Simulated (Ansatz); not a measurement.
# CrCuO2: the cost of one run

Program: Ansatz 0.2.0. Level of theory: DFT PBE+U (U_eff = 3.7 eV on Cr 3d, 4 eV on Cu 3d), scalar-relativistic, plane waves, PAW. These are calculated values, not measurements.

### 1 The structure to begin with

It takes space group R-3m (No. 166, trigonal). The conventional cell has a = 3.037 Å, b = 3.037 Å, c = 17.246 Å, α = 90.00°, β = 90.00°, γ = 120.00°. Around Cr (site symmetry -3m) lie 6 O at 2.02 Å. Cu (site symmetry -3m) has 2 O at 1.88 Å as nearest neighbours. Around O (site symmetry 3m) lie 1 Cu at 1.88 Å and 3 Cr at 2.02 Å.

Coordinates:

```xyz
8
Lattice="1.5187 -0.8768 11.4970 0.0000 1.7536 11.4970 -1.5187 -0.8768 11.4970" Properties=species:S:1:pos:R:3 pbc="T T T"
Cr    0.0000    0.0000    8.6228
Cu    0.0000    0.0000    0.0000
O     0.0000    0.0000    1.8767
O     0.0000    0.0000   15.3689
Cr    0.0000    0.0000   25.8684
Cu    0.0000    0.0000   17.2456
O     0.0000    0.0000   19.1223
O     0.0000    0.0000   32.6145
```

An earlier run at PBE+U (U_eff = 3.7 eV on Cr 3d, 4 eV on Cu 3d) left this cell at 11.482 Å³/atom and -0.02 GPa (8×8×8 mesh). The large moments point both ways and cancel.

Volume factors to run: 0.980, 1.020, 0.960, 1.040.

### 2 At 0.980 of the relaxed volume

input.yaml

```yaml
crystal:
  lattice:
    - [1.5084620646, -0.870910979, 11.4198848404]
    - [0.0, 1.7418219581, 11.4198848404]
    - [-1.5084620646, -0.870910979, 11.4198848404]
  atoms:
    - { symbol: Cr, position: [0.2499999997, 0.2499999997, 0.2499999997], spin: 2.78 }
    - { symbol: Cu, position: [-1.0e-10, -1.0e-10, -1.0e-10], spin: 0.05 }
    - { symbol: O, position: [0.0544107816, 0.0544107816, 0.0544107816] }
    - { symbol: O, position: [0.4455892187, 0.4455892187, 0.4455892187] }
    - { symbol: Cr, position: [0.7500000006, 0.7500000006, 0.7500000006], spin: -2.78 }
    - { symbol: Cu, position: [0.4999999999, 0.4999999999, 0.4999999999], spin: -0.05 }
    - { symbol: O, position: [0.5544107813, 0.5544107813, 0.5544107813] }
    - { symbol: O, position: [0.9455892183, 0.9455892183, 0.9455892183] }
basis:
  ecutwfc: 420
  ecutrho_ratio: 4
kpoints:
  mp_grid: { grid: [8, 8, 8] }
hamiltonian:
  xc: pbe
  hubbard:
    sites:
      - { species: Cr, l: d, u_eff: 3.7, starting_ns: start.occupation_matrices }
      - { species: Cu, l: d, u_eff: 4.0, starting_ns: start.occupation_matrices }
    ns_hold: { iters: 6 }
scf:
  occupations: { method: gaussian, width: 0.05 }
  lower_state_search: "off"
output:
  forces: true
  stress: true
  eigenvalues: true
  populations: true
magnetization:
  spin_polarized: true
relax:
  f_tol: 0.01
  max_steps: 40
  cell: { stress_tol: 0.1, fix: [volume] }
```

start.occupation_matrices holds the open shells' occupation matrices from the neighbouring geometry.

Started as:

```console
ansatz run input.yaml --threads 4 --pin off --max-ram 10240MiB --backend cpu --events-out ev --progress --plain --runs-dir out
```

What time and memory should one allow on 4 threads of Arm Neoverse V2, shared host?

About 2.4 min, with a peak of 0.94 GiB.
